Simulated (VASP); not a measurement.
**Cs: single point with PBE+D3(BJ)**

Molecule: Cs, in a box.

```xyz
1
Lattice="10.5000 0.0000 0.0000 0.0000 11.0000 0.0000 0.0000 0.0000 11.5000" Properties=species:S:1:pos:R:3 pbc="T T T"
Cs    5.2500    5.5500    5.7500
```

```json
{
  "Program": "VASP 6.6.1",
  "Task": "single point",
  "Functional": "PBE",
  "Dispersion": "D3(BJ)",
  "Potentials or basis": "VASP PAW PBE potentials, release 64 (Cs_sv)",
  "Cutoff": "250 eV",
  "k mesh": "1 × 1 × 1",
  "Occupations": "gaussian, width 0.01 eV",
  "Spin": "collinear spin, ferromagnetic start",
  "Starting moments": "[0.5] μB",
  "Fixed moment": "1 μB"
}
```

* Net moment: 1.00 μB per cell
* Valence electrons inside the program's atomic spheres: Cs 6.57
* Dispersion energy per atom: -0.020 eV

Wall time 22 s on 4 MPI ranks on Intel(R) Xeon(R) 6975P-C (Granite Rapids), on a shared host, peak memory 0.24 GiB a rank.

Caveat: the total moment is fixed, so each spin has its own Fermi level. Spin-orbit coupling is left out, which matters for the levels of Cs.
